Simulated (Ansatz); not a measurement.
Input and command of a calculation in Ansatz (plane waves; scalar-relativistic PAW potentials unless the input names others):

```yaml
crystal:
  lattice:
    - [3.7930042859, 0.0, 0.0]
    - [-1.896502143, 3.3511984333, 0.0]
    - [0.0, 0.0, 6.3326220002]
  atoms:
    - { symbol: Si, position: [0.3333333333, 0.6666666667, 0.0630095] }
    - { symbol: Si, position: [0.6666666667, 0.3333333333, 0.5630095] }
    - { symbol: Si, position: [0.3333333333, 0.6666666667, 0.4369905] }
    - { symbol: Si, position: [0.6666666667, 0.3333333333, 0.9369905] }
basis:
  ecutwfc: 420
  xc_grid: 2
kpoints:
  mp_grid: { grid: [12, 12, 6], shift: [0.5, 0.5, 0.5] }
hamiltonian:
  xc: pbesol
scf:
  occupations: { method: gaussian, width: 0.2 }
output:
  forces: true
  eigenvalues: true
  stress: true
```

```bash
ansatz run input.yaml --threads 1 --pin off --max-ram 2560MiB --backend cpu --events-out ev --progress --plain --runs-dir out
```

Abridged log:
```
Warning: crystal.symmetry: narrowed to the stabiliser of the k-point mesh — unitary ops 8 → 4; excluded 4 operations that carry a point of the 12×12×6 mesh (shift [0.5, 0.5, 0.5]) off the mesh (the run samples exactly the mesh kpoints.mp_grid names, as under crystal.symmetry.detect: false, and its converged state has the mesh's symmetry, not the crystal's; ε∞, the Born charges and the force constants of a linear response (`dielectric:` by the response, `phonons.method: dfpt`) are averaged over those of the crystal's operations that the state keeps within a tolerance, where `mesh_tensors`, `una ...
Pseudopotentials: kind: paw
Pseudopotential: Si, paw, valence charge 4, recommended cutoff 420 eV (normal)
Functional definition: PBEsol
Crystal: 4 atoms, lattice volume = 80.495 Å³
Basis set: ecut = 420 eV, 1585 PW (Γ), exchange–correlation on 54×54×90 points (8 copies of the dense FFT grid, shifted against one another)
Bands: 12, of which v1, the nominal top of the filled ones, is band 8 counted from 1 (7 counted from 0)
Symmetry: 4 space group operations
k-points: 216 of 864
Initial density: superposition of atomic densities (neutral atoms: chi_scale 0, normalization atom), corrected by the library's trained network
Initial wavefunctions: pseudopotential atomic-orbital guess
Functional: x = pbesol(κ = 0.804, μ = 0.12345679), c = pbesol(β = 0.046)
SCF iter   1: F=—  HF=-2485.924259 eV  |F-HF|=—  |Δ(HF+E_count)|=         —  Δρ=2.69e-3  dr2=7.03e-3  ethr=1.77e-3  ⟨swp⟩=5.5  Hψ=17272  notcnv=0
SCF iter   2: F=—  HF=-2485.923359 eV  |F-HF|=—  |Δ(HF+E_count)|=   9.01e-4  Δρ=1.02e-3  dr2=8.08e-4  ethr=4.40e-5  ⟨swp⟩=2.5  Hψ=5913  notcnv=0
SCF iter   3: F=—  HF=-2485.923363 eV  |F-HF|=—  |Δ(HF+E_count)|=   4.09e-6  Δρ=1.69e-4  dr2=1.23e-5  ethr=5.05e-6  ⟨swp⟩=2.1  Hψ=4329  notcnv=0
SCF iter   4: F=—  HF=-2485.923391 eV  |F-HF|=—  |Δ(HF+E_count)|=   2.83e-5  Δρ=1.32e-5  dr2=1.02e-7  ethr=7.67e-8  ⟨swp⟩=2.7  Hψ=4445  notcnv=0
SCF iter   5: F=-2485.923391 eV  HF=-2485.923391 eV  |F-HF|=1.96e-9  |Δ(HF+E_count)|=   1.87e-8  Δρ=3.33e-6  dr2=5.06e-9  ethr=6.35e-10  ⟨swp⟩=2.5  Hψ=4300  notcnv=0
SCF iter   6: F=-2485.923391 eV  HF=-2485.923391 eV  |F-HF|=4.11e-10  |Δ(HF+E_count)|=   2.77e-9  Δρ=5.94e-7  dr2=5.89e-10  ethr=3.17e-11  ⟨swp⟩=1.7  Hψ=8658  notcnv=0
SCF 1 converged in 6 iterations: F = -2485.923391 eV  dr2 = 5.89e-10
SCF converged after 6 iterations
Free energy (F): -2485.923391 eV
Harris-Foulkes:  -2485.923391 eV  (|F-HF|=4.11e-10)
Internal energy: -2485.922634 eV  (E = F + TS)
E sigma→0 (E₀):  -2485.923012 eV
Entropy (-TS):   -0.000757 eV (-0.189 meV/atom)
Fermi energy:    6.489104 eV
--- Forces (eV/Å), atoms counted from 1 ---
  atom   1  Si    -0.00027815     0.15549458    -0.00280212
  atom   2  Si     0.00027815    -0.15549458    -0.00280212
  atom   3  Si    -0.00027815     0.15549458     0.00280212
  atom   4  Si     0.00027815    -0.15549458     0.00280212
--- Stress (GPa, compression-positive) ---
        1.282009       0.010901       0.000000
        0.010901      -2.131621       0.000000
        0.000000       0.000000      -0.368673
  P = ⅓ Tr σ = -0.4061 GPa (-4.061 kbar)
```

Apart from outputs and empty bands, the input differs from a reference run on usual settings in kpoints.mp_grid.shift: not typed → [0.5, 0.5, 0.5]; scf.occupations.width: 0.03 → 0.2; basis.xc_grid: not typed → 2. The reference, at the same geometry (not necessarily relaxed), gave pressure -0.40 GPa, largest force 0.154 eV/Å, gap on the mesh 0.20 eV. This run converged in 6 SCF iterations (reference: 6) with an energy at zero smearing 0.01 meV/atom below the reference's, pressure -0.41 GPa, largest force 0.156 eV/Å, gap on the mesh 0.38 eV. Its smearing width is looser than usual, yet energy, pressure and forces hardly moved.

Time: 11 s on 1 thread of AMD EPYC 7R43 64-Core Processor (Zen 3), with other jobs on the host, peak memory 0.51 GiB.